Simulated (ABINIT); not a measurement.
# ZnS (Wurtzite-2H) (P6_3mc) in ABINIT: a series of runs

Aim: see how the results for ZnS (Wurtzite-2H) move with the level of theory and the settings. Levels: SCAN, revPBE, PW91, WC. Tasks: single point.

Program: ABINIT 10.8.3 (patched build). These are calculated values, not measurements. Logs are shortened: lines on timing, memory, paths and dates and some standing lists are left out, and cuts for length are marked. The log counts tension as positive stress, the text compression.

**Measured values to compare with.**

A printed reference work, monograph reports, for a bulk crystal of ZnS at 4 K: band gap 3.911 eV (direct).

How close the calculation comes is told below.

**1. Starting point**

Symmetry: P6_3mc, No. 186, hexagonal system. The conventional cell has a = 3.811 Å, b = 3.811 Å, c = 6.234 Å, α = 90.00°, β = 90.00°, γ = 120.00°. Zn (site symmetry 3m) has 4 S at 2.31 to 2.40 Å as nearest neighbours. S (site symmetry 3m) is surrounded by 4 Zn at 2.31 to 2.40 Å.

**2. Single point, SCAN**

The input, run.abi:

```
# Pseudopotentials
pp_dirpath "./"
pseudos "Zn.GGA_PBE-JTH.xml, S.GGA_PBE-JTH.xml"

# Structure
acell 3*1.0 Angstrom
rprim
     3.8110000000     0.0000000000     0.0000000000
    -1.9055000000     3.3004228138     0.0000000000
     0.0000000000     0.0000000000     6.2340000000
ntypat 2
znucl 30 16
natom 4
typat 1 1 2 2
xred
     0.6666666667     0.3333333333     0.5000000000
     0.3333333333     0.6666666667     0.0000000000
     0.6666666667     0.3333333333     0.8850000000
     0.3333333333     0.6666666667     0.3850000000

# Plane-wave basis
ecut 26.0
pawecutdg 48.0

# k points
kptopt 1
ngkpt 8 8 5
nshiftk 1
shiftk 0.0 0.0 0.0

# Exchange and correlation
ixc -263267
usekden 1
pawxcdev 0

# Bands and occupations
nband 22
occopt 3
tsmear 0.05 eV

# SCF cycle
nstep 100
tolvrs 1.0e-7

# Output
iomode 3
prtwf 0
prtden 0
prteig 0
prtebands 0
```

Potentials or basis: JTH PAW PBE v2.0.

Command:

```sh
$ abinit run.abi > log 2>&1
```

run.abo:

```text
.Version 10.8.3 of ABINIT
 Symmetries : space group P6_3 m c (#186); Bravais hP (primitive hexag.)
================================================================================
 Values of the parameters that define the memory need of the present run
     intxc =       0    ionmov =       0      iscf =      17    lmnmax =      18
     lnmax =       6     mgfft =      60  mpssoang =       3    mqgrid =    3675
     natom =       4  nloc_mem =       2    nspden =       1   nspinor =       1
    nsppol =       1      nsym =      12    n1xccc =       1    ntypat =       2
    occopt =       3   xclevel =       2
       mpw =        3365          nfft =       77760          nkpt =          30
 PAW method is used; the additional fine FFT grid is defined by:
   mgfftf=        75    nfftf =    172800
================================================================================
================================================================================

--------------------------------------------------------------------------------
------------- Echo of variables that govern the present computation ------------
--------------------------------------------------------------------------------
 -outvars: echo values of preprocessed input variables --------
            acell      1.8897261259E+00  1.8897261259E+00  1.8897261259E+00 Bohr
              amu      6.53900000E+01  3.20660000E+01
             ecut      2.60000000E+01 Hartree
              ixc     -263267
         kptrlatt        8    0    0      0    8    0      0    0    5
          kptrlen      5.76139701E+01
            natom           4
            nband          22
            ngfft          36      36      60
          ngfftdg          48      48      75
             nkpt          30
            nstep         100
             nsym          12
           ntypat           2
           occopt           3
        pawecutdg      4.80000000E+01 Hartree
         pawxcdev           0
           prtden           0
        prtebands           0
           prteig           0
          prtkden           1
            prtwf           0
            rprim      3.8110000000E+00  0.0000000000E+00  0.0000000000E+00
                      -1.9055000000E+00  3.3004228138E+00  0.0000000000E+00
                       0.0000000000E+00  0.0000000000E+00  6.2340000000E+00
          spgroup         186
           tolvrs      1.00000000E-07
           tsmear      1.83746611E-03 Hartree
            typat      1  1  2  2
          usekden           1
           useylm           1
           xangst      1.9055000000E+00  1.1001409379E+00  3.1170000000E+00
                      -1.2540273692E-16  2.2002818759E+00  0.0000000000E+00
                       1.9055000000E+00  1.1001409379E+00  5.5170900000E+00
                      -1.2540273692E-16  2.2002818759E+00  2.4000900000E+00
            xcart      3.6008731329E+00  2.0789650726E+00  5.8902763345E+00
                      -2.3697682822E-16  4.1579301452E+00  0.0000000000E+00
                       3.6008731329E+00  2.0789650726E+00  1.0425789112E+01
                      -2.3697682822E-16  4.1579301452E+00  4.5355127775E+00
             xred      6.6666666667E-01  3.3333333333E-01  5.0000000000E-01
                       3.3333333333E-01  6.6666666667E-01  0.0000000000E+00
                       6.6666666667E-01  3.3333333333E-01  8.8500000000E-01
                       3.3333333333E-01  6.6666666667E-01  3.8500000000E-01
            znucl       30.00000   16.00000

================================================================================

 chkinp: Checking input parameters for consistency.

================================================================================
== DATASET  1 ==================================================================

--- !DatasetInfo
iteration_state: {dtset: 1, }
dimensions: {natom: 4, nkpt: 30, mband: 22, nsppol: 1, nspinor: 1, nspden: 1, mpw: 3365, }
cutoff_energies: {ecut:  26.0, pawecutdg:  48.0, }
electrons: {nelect:   3.60000000E+01, charge:   0.00000000E+00, occopt:   3.00000000E+00, tsmear:   1.83746611E-03, }
meta: {optdriver: 0, ionmov: 0, optcell: 0, iscf: 17, paral_kgb: 0, }
...

 Real(R)+Recip(G) space primitive vectors, cartesian coordinates (Bohr,Bohr^-1):
 R(1)=  7.2017463  0.0000000  0.0000000  G(1)=  0.1388552  0.0801681  0.0000000
 R(2)= -3.6008731  6.2368952  0.0000000  G(2)=  0.0000000  0.1603362  0.0000000
 R(3)=  0.0000000  0.0000000 11.7805527  G(3)=  0.0000000  0.0000000  0.0848857
 Unit cell volume ucvol=  5.2914163E+02 bohr^3
 Angles (23,13,12)=  9.00000000E+01  9.00000000E+01  1.20000000E+02 degrees

 Coarse grid specifications (used for wave-functions):

 getcut: wavevector=  0.0000  0.0000  0.0000  ngfft=  36  36  60
[... 105 lines left out ...]
- [ -5.23442950E-28,  -8.20284091E-28,   6.13815065E-03, ]
- [  6.72998079E-28,   5.61247010E-28,   6.13815065E-03, ]
- [  7.47775643E-29,   2.15864234E-28,  -6.13815065E-03, ]
- [ -2.24332693E-28,   4.31728469E-29,  -6.13815065E-03, ]
force_length_stats: {min:   6.13815065E-03, max:   6.13815065E-03, mean:   6.13815065E-03, }
...

 Integrated electronic density in atomic spheres:
 ------------------------------------------------
 Atom  Sphere_radius  Integrated_density
    1        2.30770         10.79645045
    2        2.30770         10.79364116
    3        1.90380          3.62854363
    4        1.90380          3.61402497

================================================================================

 ----iterations are completed or convergence reached----

 Mean square residual over all n,k,spin=   83.305E-09; max=  42.233E-06
 reduced coordinates (array xred) for    4 atoms
       0.666666666667      0.333333333333      0.500000000000
       0.333333333333      0.666666666667      0.000000000000
       0.666666666667      0.333333333333      0.885000000000
       0.333333333333      0.666666666667      0.385000000000
 rms dE/dt=  4.1760E-02; max dE/dt=  7.3995E-02; dE/dt below (all hartree)
    1       0.000000000000      0.000000000000     -0.070626504070
    2      -0.000000000000      0.000000000000     -0.070626504070
    3       0.000000000000      0.000000000000      0.073995109868
    4       0.000000000000      0.000000000000      0.073995109868

 cartesian coordinates (angstrom) at end:
    1      1.90550000000000     1.10014093793333     3.11700000000000
    2     -0.00000000000000     2.20028187586667     0.00000000000000
    3      1.90550000000000     1.10014093793333     5.51709000000000
    4     -0.00000000000000     2.20028187586667     2.40009000000000

 cartesian forces (hartree/bohr) at end:
    1     -0.00000000000000    -0.00000000000000     0.00613815064548
    2      0.00000000000000     0.00000000000000     0.00613815064548
    3      0.00000000000000     0.00000000000000    -0.00613815064548
    4     -0.00000000000000     0.00000000000000    -0.00613815064548
 frms,max,avg= 3.5438629E-03 6.1381506E-03   0.000E+00  0.000E+00 -1.430E-04 h/b

 cartesian forces (eV/Angstrom) at end:
    1     -0.00000000000000    -0.00000000000000     0.31563639688598
    2      0.00000000000000     0.00000000000000     0.31563639688598
    3      0.00000000000000     0.00000000000000    -0.31563639688598
    4     -0.00000000000000     0.00000000000000    -0.31563639688598
 frms,max,avg= 1.8223276E-01 3.1563640E-01   0.000E+00  0.000E+00 -7.352E-03 e/A
 length scales=  1.889726125908  1.889726125908  1.889726125908 bohr
              =  1.000000000000  1.000000000000  1.000000000000 angstroms
 Fermi (or HOMO) energy (hartree) =   0.23437   Average Vxc (hartree)=  -0.36223
 Eigenvalues (hartree) for nkpt=  30  k points:
 kpt#   1, nband= 22, wtk=  0.00313, kpt=  0.0000  0.0000  0.0000 (reduced coord)
  -0.31936   -0.28490   -0.05307   -0.05307   -0.05047   -0.05047   -0.05027   -0.03346
  -0.03346   -0.03057   -0.03057   -0.02508   -0.00742    0.15430    0.15430    0.18621
   0.18621    0.18660    0.28681    0.31307    0.43460    0.43460
      occupation numbers for kpt#   1
   2.00000    2.00000    2.00000    2.00000    2.00000    2.00000    2.00000    2.00000
   2.00000    2.00000    2.00000    2.00000    2.00000    2.00000    2.00000    2.00000
   2.00000    2.00000    0.00000    0.00000    0.00000    0.00000
 prteigrs : prtvol=0 or 1, do not print more k-points.

--- !EnergyTerms
iteration_state     : {dtset: 1, }
comment             : Components of total free energy in Hartree
kinetic             :  2.20424235136128E+01
hartree             :  4.26357168598474E+01
xc                  : -1.03719658382722E+01
Ewald energy        : -9.21733054745124E+01
psp_core            :  1.56215135973054E+00
local_psp           : -1.49285435108506E+02
PAW spherical_terms :  5.31975772550119E+01
internal            : -1.32392837433088E+02
'-kT*entropy'       : -2.89301596889369E-15
total_energy        : -1.32392837433088E+02
total_energy_eV     : -3.60259263559313E+03
...

--- !EnergyTermsDC
iteration_state     : {dtset: 1, }
comment             : '"Double-counting" decomposition of free energy'
band_energy         : -7.85498247041930E-01
Ewald energy        : -9.21733054745124E+01
psp_core            :  1.56215135973054E+00
xc_dc               : -4.10080233959522E+01
PAW spherical_terms :  1.18173609552041E-02
internal            : -1.32392858396821E+02
'-kT*entropy'       : -2.89301596889369E-15
total_energy_dc     : -1.32392858396821E+02
total_energy_dc_eV  : -3.60259320604536E+03
...

--- !EnergyTermsWithPAWCore
iteration_state     : {dtset: 1, }
comment             : 'Components of total free energy, including PAW core contributions'
Total energy        : -4.39187181408032E+03
Total energy DC     : -4.39187183504405E+03
Total energy (eV)   : -1.19508920275777E+05
Total energy DC (eV): -1.19508920846229E+05
...

 Cartesian components of stress tensor (hartree/bohr^3)
  sigma(1 1)= -8.55696452E-06  sigma(3 2)=  0.00000000E+00
  sigma(2 2)= -8.55696448E-06  sigma(3 1)=  0.00000000E+00
  sigma(3 3)=  5.59500609E-05  sigma(2 1)=  0.00000000E+00

-Cartesian components of stress tensor (GPa)         [Pressure= -3.8087E-01 GPa]
- sigma(1 1)= -2.51754588E-01  sigma(3 2)=  0.00000000E+00
- sigma(2 2)= -2.51754587E-01  sigma(3 1)=  0.00000000E+00
- sigma(3 3)=  1.64610762E+00  sigma(2 1)=  0.00000000E+00

== END DATASET(S) ==============================================================
================================================================================

 -outvars: echo values of variables after computation  --------
            acell      1.8897261259E+00  1.8897261259E+00  1.8897261259E+00 Bohr
           etotal     -1.3239285840E+02
            fcart     -5.2344295026E-28 -8.2028409094E-28  6.1381506455E-03
                       6.7299807891E-28  5.6124700959E-28  6.1381506455E-03
                       7.4777564323E-29  2.1586423446E-28 -6.1381506455E-03
                      -2.2433269297E-28  4.3172846891E-29 -6.1381506455E-03
            rprim      3.8110000000E+00  0.0000000000E+00  0.0000000000E+00
                      -1.9055000000E+00  3.3004228138E+00  0.0000000000E+00
                       0.0000000000E+00  0.0000000000E+00  6.2340000000E+00
           strten     -8.5569645229E-06 -8.5569644828E-06  5.5950060852E-05
                       0.0000000000E+00  0.0000000000E+00  0.0000000000E+00
           xangst      1.9055000000E+00  1.1001409379E+00  3.1170000000E+00
                      -1.2540273692E-16  2.2002818759E+00  0.0000000000E+00
                       1.9055000000E+00  1.1001409379E+00  5.5170900000E+00
                      -1.2540273692E-16  2.2002818759E+00  2.4000900000E+00
             xred      6.6666666667E-01  3.3333333333E-01  5.0000000000E-01
                       3.3333333333E-01  6.6666666667E-01  0.0000000000E+00
                       6.6666666667E-01  3.3333333333E-01  8.8500000000E-01
                       3.3333333333E-01  6.6666666667E-01  3.8500000000E-01
 Calculation completed.
```

Wall time 8.1 min (1 thread of Arm Neoverse V2, shared host); peak memory 0.24 GiB.

Results:

| Property | Result |
| --- | --- |
| Free energy | -3602.5932 eV |
| Pressure | -0.4 GPa |
| Largest force | 0.316 eV/Å |
| Band gap on the k mesh | 2.73 eV, direct |
| Valence electrons inside the program's atomic spheres | Zn 10.80, 10.79; S 3.63, 3.61 |

Forces in eV/Å, atoms in the order of the input:
```
Zn   0.000  0.000  0.316
Zn   0.000  0.000  0.316
S    0.000  0.000 -0.316
S    0.000  0.000 -0.316
```

Levels at points of the mesh, in eV from the valence-band top:
| k point | band 16 | band 17 | band 18 | band 19 | band 20 | band 21 |
| --- | --- | --- | --- | --- | --- | --- |
| (0.00, 0.00, 0.00) | -0.01 | -0.01 | 0.00 | 2.73 | 3.44 | 6.75 |
| (0.50, 0.00, 0.00) | -2.31 | -1.59 | -1.01 | 3.96 | 4.73 | 5.50 |

Caveat: totals of a meta-GGA on PAW files have another zero than those of a GGA; the PAW data sets were made with another functional, which shifts forces and pressure a little.

**3. Single point, revPBE**

run.abi, as its differences from that of step 2:

```diff
@@ -23,2 +23,3 @@
 pawecutdg 48.0
+pawxcdev 0
 
@@ -31,5 +32,3 @@
 # Exchange and correlation
-ixc -263267
-usekden 1
-pawxcdev 0
+ixc 14
 
@@ -42,3 +41,3 @@
 nstep 100
-tolvrs 1.0e-7
+tolvrs 1.0e-9
```

Potentials or basis: JTH PAW PBE v2.0.

Command:

```sh
$ abinit run.abi > log 2>&1
```

run.abo:

```text
.Version 10.8.3 of ABINIT
 Symmetries : space group P6_3 m c (#186); Bravais hP (primitive hexag.)
================================================================================
 Values of the parameters that define the memory need of the present run
     intxc =       0    ionmov =       0      iscf =      17    lmnmax =      18
     lnmax =       6     mgfft =      60  mpssoang =       3    mqgrid =    3675
     natom =       4  nloc_mem =       2    nspden =       1   nspinor =       1
    nsppol =       1      nsym =      12    n1xccc =       1    ntypat =       2
    occopt =       3   xclevel =       2
       mpw =        3365          nfft =       77760          nkpt =          30
 PAW method is used; the additional fine FFT grid is defined by:
   mgfftf=        75    nfftf =    172800
================================================================================
================================================================================

--------------------------------------------------------------------------------
------------- Echo of variables that govern the present computation ------------
--------------------------------------------------------------------------------
 -outvars: echo values of preprocessed input variables --------
            acell      1.8897261259E+00  1.8897261259E+00  1.8897261259E+00 Bohr
              amu      6.53900000E+01  3.20660000E+01
             ecut      2.60000000E+01 Hartree
              ixc          14
         kptrlatt        8    0    0      0    8    0      0    0    5
          kptrlen      5.76139701E+01
            natom           4
            nband          22
            ngfft          36      36      60
          ngfftdg          48      48      75
             nkpt          30
            nstep         100
             nsym          12
           ntypat           2
           occopt           3
        pawecutdg      4.80000000E+01 Hartree
         pawxcdev           0
           prtden           0
        prtebands           0
           prteig           0
            prtwf           0
            rprim      3.8110000000E+00  0.0000000000E+00  0.0000000000E+00
                      -1.9055000000E+00  3.3004228138E+00  0.0000000000E+00
                       0.0000000000E+00  0.0000000000E+00  6.2340000000E+00
          spgroup         186
           tolvrs      1.00000000E-09
           tsmear      1.83746611E-03 Hartree
[... 215 lines left out ...]
   2.00000    2.00000    0.00000    0.00000    0.00000    0.00000
 prteigrs : prtvol=0 or 1, do not print more k-points.

--- !EnergyTerms
iteration_state     : {dtset: 1, }
comment             : Components of total free energy in Hartree
kinetic             :  2.20488204864487E+01
hartree             :  4.25021776494756E+01
xc                  : -1.09011034984793E+01
Ewald energy        : -9.21733054745124E+01
psp_core            :  1.56215135973054E+00
local_psp           : -1.48999988919128E+02
PAW spherical_terms :  3.67234159699297E+01
internal            : -1.49237832426535E+02
'-kT*entropy'       : -6.28594296443104E-14
total_energy        : -1.49237832426535E+02
total_energy_eV     : -4.06096830067143E+03
...

--- !EnergyTermsDC
iteration_state     : {dtset: 1, }
comment             : '"Double-counting" decomposition of free energy'
band_energy         : -5.25612417250132E-02
Ewald energy        : -9.21733054745124E+01
psp_core            :  1.56215135973054E+00
xc_dc               : -4.15604504799327E+01
PAW spherical_terms : -1.70136840759401E+01
internal            : -1.49237849912380E+02
'-kT*entropy'       : -6.28594296443104E-14
total_energy_dc     : -1.49237849912380E+02
total_energy_dc_eV  : -4.06096877648550E+03
...

--- !EnergyTermsWithPAWCore
iteration_state     : {dtset: 1, }
comment             : 'Components of total free energy, including PAW core contributions'
Total energy        : -4.39109609896879E+03
Total energy DC     : -4.39109611645464E+03
Total energy (eV)   : -1.19487811992260E+05
Total energy DC (eV): -1.19487812468074E+05
...

 Cartesian components of stress tensor (hartree/bohr^3)
  sigma(1 1)= -1.65318515E-04  sigma(3 2)=  0.00000000E+00
  sigma(2 2)= -1.65318515E-04  sigma(3 1)=  0.00000000E+00
  sigma(3 3)= -9.15770696E-05  sigma(2 1)=  0.00000000E+00

-Cartesian components of stress tensor (GPa)         [Pressure=  4.1407E+00 GPa]
- sigma(1 1)= -4.86383864E+00  sigma(3 2)=  0.00000000E+00
- sigma(2 2)= -4.86383863E+00  sigma(3 1)=  0.00000000E+00
- sigma(3 3)= -2.69429041E+00  sigma(2 1)=  0.00000000E+00

== END DATASET(S) ==============================================================
================================================================================

 -outvars: echo values of variables after computation  --------
            acell      1.8897261259E+00  1.8897261259E+00  1.8897261259E+00 Bohr
           etotal     -1.4923784991E+02
            fcart      1.4955512865E-28  6.4759270337E-29  6.3123991452E-03
                      -1.4955512865E-28 -1.0793211723E-28  6.3123991452E-03
                      -1.4955512865E-28 -1.0793211723E-28 -6.3123991452E-03
                       1.4955512865E-28  1.5110496412E-28 -6.3123991452E-03
            rprim      3.8110000000E+00  0.0000000000E+00  0.0000000000E+00
                      -1.9055000000E+00  3.3004228138E+00  0.0000000000E+00
                       0.0000000000E+00  0.0000000000E+00  6.2340000000E+00
           strten     -1.6531851504E-04 -1.6531851501E-04 -9.1577069633E-05
                       0.0000000000E+00  0.0000000000E+00  0.0000000000E+00
           xangst      1.9055000000E+00  1.1001409379E+00  3.1170000000E+00
                      -1.2540273692E-16  2.2002818759E+00  0.0000000000E+00
                       1.9055000000E+00  1.1001409379E+00  5.5170900000E+00
                      -1.2540273692E-16  2.2002818759E+00  2.4000900000E+00
             xred      6.6666666667E-01  3.3333333333E-01  5.0000000000E-01
                       3.3333333333E-01  6.6666666667E-01  0.0000000000E+00
                       6.6666666667E-01  3.3333333333E-01  8.8500000000E-01
                       3.3333333333E-01  6.6666666667E-01  3.8500000000E-01
 Calculation completed.
```

Wall time 3.5 min (1 thread of Arm Neoverse V2, shared host); peak memory 0.19 GiB.

Results:

* Free energy: -4060.9688 eV
* Pressure: 4.1 GPa
* Largest force: 0.325 eV/Å
* Band gap on the k mesh: 2.36 eV, direct
* Valence electrons inside the program's atomic spheres: Zn 10.80; S 3.63, 3.62

Forces on the atoms (eV/Å):
```
Zn   0.000  0.000  0.325
Zn   0.000  0.000  0.325
S    0.000  0.000 -0.325
S    0.000  0.000 -0.325
```

Caveat: the PAW data sets were made with another functional, which shifts forces and pressure a little.

(Continued in part 2 of 2.)
